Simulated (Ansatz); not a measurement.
## Structure relaxation of Sc

Computed with Ansatz 0.2.0, DFT PBE, scalar-relativistic, plane waves, PAW. Cutoff 420 eV, Γ-centred k mesh, Gaussian smearing, no spin polarisation in the final step.

The start puts Sc on the black phosphorus structure type (Cmce, No. 64), at a guessed volume.

```yaml
crystal:
  lattice:
    - [1.84018, -5.83742, 0.00000]
    - [1.84018, 5.83742, 0.00000]
    - [0.00000, 0.00000, 4.87008]
  atoms:
    - { symbol: Sc, position: [0.09800, 0.90200, 0.91000] }
    - { symbol: Sc, position: [0.59800, 0.40200, 0.59000] }
    - { symbol: Sc, position: [0.90200, 0.09800, 0.09000] }
    - { symbol: Sc, position: [0.40200, 0.59800, 0.41000] }
```

Cell and atoms relax at zero pressure; the relaxation can't lower the symmetry of the start. After a coarse first stage the cell is made exact in the group found at 0.06 Å.

Energies count from the standard state of Sc at the same level.

**Question.** What does it relax into?

**Answer.** It ends in Fmmm (No. 69). Conventional cell: a = 3.406 Å, b = 5.238 Å, c = 11.285 Å. Sc has 7 Sc at 3.04–3.12 Å, 2 Sc at 3.41 Å and 2 Sc at 3.64 Å.

```
Sc
1.0
     0.00000    2.61903    5.64246
     1.70321    0.00000    5.64246
     1.70321    2.61903    0.00000
Sc
2
Direct
  0.86181 0.86181 0.13819
  0.13819 0.13819 0.86181
```

**Question.** What are its volume, energy, density and gap?

**Answer.** The volume per atom is 25.17 Å³ and the density is 2.97 g/cm³. The energy over the standard structure is 0.19 eV/atom and the gap on the 20×20×20 mesh is 0 eV (a metal).

The final run used a 20×20×20 mesh on its 2-atom cell and 0.10 eV smearing. For metals, differences of a few meV/atom aren't resolved. Symmetry constrained the relaxation, so the result can be a saddle point. The steps took about 5 core-minutes in all.

This form isn't the element's structure at ambient conditions.